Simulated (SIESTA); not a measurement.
Crystal: GaP.

```xyz
2
Lattice="0.0000 2.7252 2.7252 2.7252 0.0000 2.7252 2.7252 2.7252 0.0000" Properties=species:S:1:pos:R:3 pbc="T T T"
Ga    0.0000    0.0000    0.0000
P     4.0879    4.0879    4.0879
```

Base run:

- Program: SIESTA 5.4.2
- Functional: PBE
- Potentials or basis: PseudoDojo 0.4 standard (PBE files)
- Basis: TZDP (energy shift 0.003 Ry; two zetas on semicore shells)
- Grid cutoff: 800 Ry
- Energy shift: 0.003 Ry
- k mesh: 8 × 8 × 8
- Occupations: fermi-dirac, width 0.05 eV
- Spin: no spin polarisation

Its results: band gap on the k mesh 1.65 eV, indirect (least direct gap 1.93 eV); pressure 3.1 GPa.

Question: The run is repeated on the same cell with these changes: basis from TZDP (energy shift 0.003 Ry; two zetas on semicore shells) to DZP (energy shift 0.01 Ry); energy shift from 0.003 Ry to 0.01 Ry. What comes out?

Answer: Band gap on the k mesh 1.59 eV, indirect (least direct gap 1.97 eV); pressure 1.7 GPa.

Caveats: the basis of atomic orbitals isn't converged, which shifts pressures, moduli and gaps; semicore shells carry a single zeta, which can move pressures by several GPa and volumes by a few percent (some runs).

A k mesh can miss the band edges.
